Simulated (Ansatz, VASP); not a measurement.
## Two plane-wave programs on GaP2

```
Ga P
1.0
     3.43495    0.00000    0.00000
    -1.71748    2.97476    0.00000
     0.00000    0.00000    9.76793
Ga P
2 4
Cartesian
  0.0000 0.0000 2.4420
  0.0000 0.0000 7.3259
  0.0000 1.9832 4.2266
  1.7175 0.9916 9.1105
  0.0000 1.9832 0.6574
  1.7175 0.9916 5.5413
```

Change from the starting cell: species swapped into the EuIn2 type (P6_3/mmc, No. 194).

Alike in both runs: functional PBE; k mesh 6 × 6 × 4; occupations gaussian, width 0.1 eV; no spin polarisation.

Ansatz relaxed the structure, and its values are those at the end. VASP's run is a single point on that final structure, the one shown.

|  | VASP | Ansatz |
| --- | --- | --- |
| version | VASP 6.6.1 | Ansatz 0.2.0 |
| potentials or method | VASP PAW PBE potentials, release 64 (Ga_d, P) | scalar-relativistic, plane waves, PAW |
| plane-wave cutoff (eV) | 520 | 420 |
| valence electrons in the cell | 46 | 46 |

Ansatz gave:

* gap on the k mesh at the Fermi level (eV): none
* pressure (GPa): 0.0
* rms of the force components (eV/Å): 0.009

Q: Which values does VASP return?

A: gap on the k mesh at the Fermi level (eV): none; pressure (GPa): -0.1; rms of the force components (eV/Å): 0.006.

A gap of «none» marks a metal or a gap that the smearing closes.
